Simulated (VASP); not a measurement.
# InP (F-43m) in VASP: notebook, part 2 of 2

VASP 6.6.1.

## (3) Band structure, PBEsol

This run uses another cell than the first one, of 25.39 Å³/atom, 0.960 times its volume.

INCAR reads:

```
PREC     = Accurate       # precision mode
ENCUT    = 520            # plane-wave cutoff, eV
EDIFF    = 1E-6           # SCF threshold, eV
ISMEAR   = 0              # smearing method
SIGMA    = 0.03           # smearing width, eV
LREAL    = F              # projectors in reciprocal space
LASPH    = T              # aspherical terms in the spheres
NELM     = 80             # most SCF steps
ALGO     = Normal         # electronic algorithm
ISIF     = 2              # what is computed and relaxed
LWAVE    = F              # write WAVECAR
LCHARG   = F              # write CHGCAR
GGA      = PS             # functional
NBANDS   = 16             # bands
ICORELEVEL= 1
```

KPOINTS reads:

```
Automatic mesh
0
Gamma
  8 8 8
```

POSCAR reads:

```
InP                                     
1.0
    0.0000000000      2.9393308163      2.9393308163
    2.9393308163      0.0000000000      2.9393308163
    2.9393308163      2.9393308163      0.0000000000
  In              P             
     1     1
Direct
     0.0000000000000000    0.0000000000000000    0.0000000000000000
     0.2500000000000000    0.2500000000000000    0.2500000000000000
```

KPOINTS_OPT is that of step 2.

Potentials or basis: VASP PAW PBE potentials, release 64 (In_d, P).

Command:

```console
$ cat potpaw_PBE.64/In_d/POTCAR potpaw_PBE.64/P/POTCAR > POTCAR
$ mpirun -np 1 vasp_std > vasp.out
```

OUTCAR:

```text
PREC = Accurate
   ENCUT = 520
   EDIFF = 1E-6
   ISMEAR = 0
   LREAL = F
   LASPH = T
   NELM = 80
   ISIF = 2
   GGA = PS

 ion  position               nearest neighbor table
   1  0.000  0.000  0.000-   2 2.55   2 2.55   2 2.55   2 2.55
   2  0.250  0.250  0.250-   1 2.55   1 2.55   1 2.55   1 2.55

  LATTYP: Found a face centered cubic cell.
 ALAT       =     5.8786616326

  Lattice vectors:

 A1 = (   0.0000000000,   2.9393308163,   2.9393308163)
 A2 = (   2.9393308163,   0.0000000000,   2.9393308163)
 A3 = (   2.9393308163,   2.9393308163,   0.0000000000)

Analysis of symmetry for initial positions (statically):
=====================================================================
 Subroutine PRICEL returns:
 Original cell was already a primitive cell.

 Routine SETGRP: Setting up the symmetry group for a
 face centered cubic supercell.

 Subroutine GETGRP returns: Found 24 space group operations
 (whereof 24 operations were pure point group operations)
 out of a pool of 48 trial point group operations.

The static configuration has the point symmetry T_d .

Analysis of symmetry for dynamics (positions and initial velocities):
=====================================================================
 Subroutine PRICEL returns:
 Original cell was already a primitive cell.

 Routine SETGRP: Setting up the symmetry group for a
 face centered cubic supercell.

 Subroutine GETGRP returns: Found 24 space group operations
 (whereof 24 operations were pure point group operations)
 out of a pool of 48 trial point group operations.

The dynamic configuration has the point symmetry T_d .

 Subroutine INISYM returns: Found 24 space group operations
 (whereof 24 operations are pure point group operations),
 and found     1 'primitive' translations

----------------------------------------------------------------------------------------

                                     Primitive cell

  volume of cell :      50.7897

  direct lattice vectors                    reciprocal lattice vectors
     0.000000000  2.939330816  2.939330816    -0.170106746  0.170106746  0.170106746
     2.939330816  0.000000000  2.939330816     0.170106746 -0.170106746  0.170106746
     2.939330816  2.939330816  0.000000000     0.170106746  0.170106746 -0.170106746

  length of vectors
     4.156841505  4.156841505  4.156841505     0.294633526  0.294633526  0.294633526

  position of ions in fractional coordinates (direct lattice)
     0.000000000  0.000000000  0.000000000
     0.250000000  0.250000000  0.250000000

  ion indices of the primitive-cell ions
   primitive index   ion index
                 1           1
                 2           2

----------------------------------------------------------------------------------------

 KPOINTS: Automatic mesh

Automatic generation of k-mesh.
 Grid dimensions read from file:
 generate k-points for:    8    8    8

 Generating k-lattice:

  Cartesian coordinates                     Fractional coordinates (reciprocal lattice)
    -0.021263343  0.021263343  0.021263343     0.125000000  0.000000000  0.000000000
     0.021263343 -0.021263343  0.021263343     0.000000000  0.125000000  0.000000000
     0.021263343  0.021263343 -0.021263343     0.000000000  0.000000000  0.125000000

  Length of vectors
     0.036829191  0.036829191  0.036829191

  Shift w.r.t. Gamma in fractional coordinates (k-lattice)
     0.000000000  0.000000000  0.000000000

 Subroutine IBZKPT returns following result:
 ===========================================

 Found     29 irreducible k-points:

 Following reciprocal coordinates:
            Coordinates               Weight
  0.000000  0.000000  0.000000      1.000000
  0.125000  0.000000  0.000000      8.000000
  0.250000  0.000000  0.000000      8.000000
  0.375000  0.000000  0.000000      8.000000
  0.500000  0.000000  0.000000      4.000000
  0.125000  0.125000  0.000000      6.000000
[... 16 lines left out ...]
  0.500000  0.250000  0.125000     48.000000
 -0.375000  0.250000  0.125000     24.000000
 [... further k-points ...]
   k-points           NKPTS =     29   k-points in BZ     NKDIM =     29   number of bands    NBANDS=     16
   number of dos      NEDOS =    301   number of ions     NIONS =      2
   total plane-waves  NPLWV =  32768
   dimension x,y,z NGX =    32 NGY =   32 NGZ =   32
   dimension x,y,z NGXF=    64 NGYF=   64 NGZF=   64
   ions per type =               1   1
   NGX,Y,Z   is equivalent  to a cutoff of  12.80, 12.80, 12.80 a.u.
   NGXF,Y,Z  is equivalent  to a cutoff of  25.60, 25.60, 25.60 a.u.
 SYSTEM =  unknown system
   PREC   = accura    normal or accurate (medium, high low for compatibility)
   ISTART =      0    job   : 0-new  1-cont  2-samecut
   ICHARG =      2    charge: 1-file 2-atom 10-const
   ISPIN  =      1    spin polarized calculation?
   LNONCOLLINEAR =      F non collinear calculations
   LSORBIT =      F    spin-orbit coupling
   LASPH  =      T    aspherical Exc in radial PAW
   ENCUT  =  520.0 eV  38.22 Ry    6.18 a.u.   7.73  7.73  7.73*2*pi/ulx,y,z
   NELM   =     80;   NELMIN=  2; NELMDL= -5     # of ELM steps
   EDIFF  = 0.1E-05   stopping-criterion for ELM
   LREAL  =      F    real-space projection
   EDIFFG = 0.1E-04   stopping-criterion for IOM
   NSW    =      0    number of steps for IOM
   IBRION =     -1    ionic relax: 0-MD 1-quasi-New 2-CG
   NFREE  =      0    steps in history (QN), initial steepest desc. (CG)
   ISIF   =      2    stress and relaxation
   ISYM   =      2    0-nonsym 1-usesym 2-fastsym
   POTIM  = 0.5000    time-step for ionic-motion
   TEBEG  =    0.0;   TEEND  =   0.0 temperature during run
   PSTRESS=    0.0 pullay stress
   NELECT =      18.0000    total number of electrons
   NUPDOWN=      -1.0000    fix difference up-down
   EMIN   =  10.00;   EMAX   =-10.00  energy-range for DOS
   EFERMI =   0.00;   METHOD = LEGACY
   ISMEAR =     0;   SIGMA  =   0.03  broadening in eV -4-tet -1-fermi 0-gaus
   EFERMI_NEDOS =   21; number of points for ismear=-14 and -15
   IALGO  =     38    algorithm
   IMIX   =      4    mixing-type and parameters
     AMIX     =   0.40;   BMIX     =  1.00
     AMIX_MAG =   1.60;   BMIX_MAG =  1.00
  volume/ion in A,a.u.               =      25.39       171.37
  Fermi-wavevector in a.u.,A,eV,Ry     =   1.158530  2.189304 18.261620  1.342191
  Thomas-Fermi vector in A             =   2.295131
   LORBIT       =      0    0 simple, 1 ext, 2 COOP (PROOUT), +10 PAW based schemes
   GGA     = PS    functional components
   LHFCALC =     F    Hartree Fock is set to
   AEXX    =    0.0000 exact exchange contribution
   IVDW    =     0    specifies the selected vdW correction
   LEPSILON=     F    determine dielectric tensor
   LRPA    =     F    only Hartree local field effects (RPA)
 non-spin polarized calculation
 Gauss-broadening in eV      SIGMA  =   0.03
  energy-cutoff  :      520.00
  volume of cell :       50.79
 maximum number of plane-waves:      1384
   NGX = 15   NGY = 15   NGZ = 15

 number of electron      18.0000007 magnetization

 Free energy of the ion-electron system (eV)
  ---------------------------------------------------
  ext. energy  EPLUGINS =         0.00000000
  ---------------------------------------------------
  free energy    TOTEN  =        -9.15478418 eV

  energy without entropy =       -9.15478418  energy(sigma->0) =       -9.15478418

 the core state eigenenergies are
   1-  1s -27738.2898  2s  -4144.8134  2p  -3718.7946  3s   -778.7380  3p   -639.2925
       3d   -422.9650  4s   -110.0055  4p    -68.4761
   2-  1s  -2072.5252  2s   -162.7172  2p   -113.1883

 E-fermi :   5.1482     XC(G=0):  -9.4393

 val. band max:        4.9935096560   @ k =   0.0000   0.0000   0.0000
 cond. band min:       5.5597302062   @ k =   0.0000   0.0000   0.0000
 fundamental gap:      0.5662205502
 Fermi energy:         5.1481517751

 k-point     1 :       0.0000    0.0000    0.0000
  band No.  band energies     occupation
      1      -9.1379      2.00000
      2      -9.1379      2.00000
      3      -9.1379      2.00000
      4      -8.9877      2.00000
      5      -8.9877      2.00000
      6      -6.4926      2.00000
[... 8 lines left out ...]
     15      14.4086      0.00000
     16      14.4086      0.00000
[... 253 lines left out ...]
      4      -9.0079      2.00000
      5      -8.9669      2.00000
      6      -4.5140      2.00000
[... 8 lines left out ...]
     15      15.7181      0.00000
     16      16.8770      0.00000

 k-point    16 :      -0.3750    0.2500    0.0000
  band No.  band energies     occupation
      1      -9.2704      2.00000

------------------------ aborting loop because EDIFF is reached ----------------------------------------

  FORCE on cell =-STRESS in cart. coord.  units (eV):
  Direction    XX          YY          ZZ          XY          YZ          ZX
  --------------------------------------------------------------------------------------
  -------------------------------------------------------------------------------------
  Total       -0.0107608     -0.0107608     -0.0107608     -0.0000000      0.0000000     -0.0000000
  in kB       -0.3394526     -0.3394526     -0.3394526     -0.0000000      0.0000000     -0.0000000
  external PRESSURE =      -0.3394526 kB  Pullay stress =       0.0000000 kB

 VOLUME and BASIS-vectors are now :
 -----------------------------------------------------------------------------
  energy-cutoff  :      520.00
  volume of cell :       50.79
      direct lattice vectors                 reciprocal lattice vectors
     0.000000000  2.939330816  2.939330816    -0.170106746  0.170106746  0.170106746
     2.939330816  0.000000000  2.939330816     0.170106746 -0.170106746  0.170106746
     2.939330816  2.939330816  0.000000000     0.170106746  0.170106746 -0.170106746

 POSITION                                       TOTAL-FORCE (eV/Angst)
 -----------------------------------------------------------------------------------
      0.00000      0.00000      0.00000         0.000000      0.000000      0.000000
      1.46967      1.46967      1.46967        -0.000000     -0.000000     -0.000000
 -----------------------------------------------------------------------------------
    total drift:                               -0.000000     -0.000000     -0.000000

  FREE ENERGIE OF THE ION-ELECTRON SYSTEM (eV)
  ---------------------------------------------------
  free  energy   TOTEN  =        -9.1547841819 eV

  energy  without entropy=       -9.1547841819  energy(sigma->0) =       -9.15478418
```

It took 34 s on 1 thread of Intel Xeon 6975P-C (Granite Rapids), shared host; peak memory 0.18 GiB.

Results:

* Free energy: -9.1548 eV
* Pressure: 0.0 GPa
* Band gap on the k mesh: 0.57 eV, direct
* Band gap along the path: 0.57 eV, direct

Levels at the corners of the path, in eV from the valence-band top:
```csv
point,band 7,band 8,band 9,band 10,band 11,band 12
Γ,0.00,0.00,0.00,0.57,4.02,4.02
X,-5.78,-2.32,-2.32,1.65,2.17,9.04
X,-5.78,-2.32,-2.32,1.65,2.17,9.04
W,-5.63,-2.97,-2.93,4.20,4.30,5.45
W,-5.63,-2.97,-2.93,4.20,4.30,5.45
K,-5.63,-3.32,-1.94,2.25,4.30,7.41
K,-5.63,-3.32,-1.94,2.25,4.30,7.41
Γ,0.00,0.00,0.00,0.57,4.02,4.02
Γ,0.00,0.00,0.00,0.57,4.02,4.02
L,-5.75,-0.97,-0.97,1.38,4.73,4.73
L,-5.75,-0.97,-0.97,1.38,4.73,4.73
U,-5.63,-3.32,-1.94,2.25,4.30,7.41
U,-5.63,-3.32,-1.94,2.25,4.30,7.41
W,-5.63,-2.97,-2.93,4.20,4.30,5.45
W,-5.63,-2.97,-2.93,4.20,4.30,5.45
L,-5.75,-0.97,-0.97,1.38,4.73,4.73
L,-5.75,-0.97,-0.97,1.38,4.73,4.73
K,-5.63,-3.32,-1.94,2.25,4.30,7.41
U,-5.63,-3.32,-1.94,2.25,4.30,7.41
X,-5.78,-2.32,-2.32,1.65,2.17,9.04
```

Core levels (eV, on the scale of the bands):
| atom | levels |
| --- | --- |
| 1 In | 1s -27738.3, 2s -4144.8, 2p -3718.8, 3s -778.7, 3p -639.3, 3d -423.0, 4s -110.0, 4p -68.5 |
| 2 P | 1s -2072.5, 2s -162.7, 2p -113.2 |

Caveat: the PAW data sets were made with another functional, which shifts forces and pressure a little; spin-orbit coupling is left out, which moves the levels of the heavy elements.

## (4) How close it comes

Step 2. Against the measured gap of InP, 1.4236 eV (direct; 1.6 K; a printed reference work, data compilation), the calculated 0.44 eV is off by -0.98 eV. Spin-orbit coupling on In is left out. The value is that of PBE, without temperature or zero-point motion. Semilocal functionals fall short of measured gaps as a rule.

Step 3. A measured gap of InP is 1.4236 eV (direct; 1.6 K; a printed reference work, data compilation); the calculated 0.57 eV misses it by -0.86 eV. Spin-orbit coupling on In is left out. The value is that of PBEsol, without temperature or zero-point motion. Semilocal functionals fall short of measured gaps as a rule.
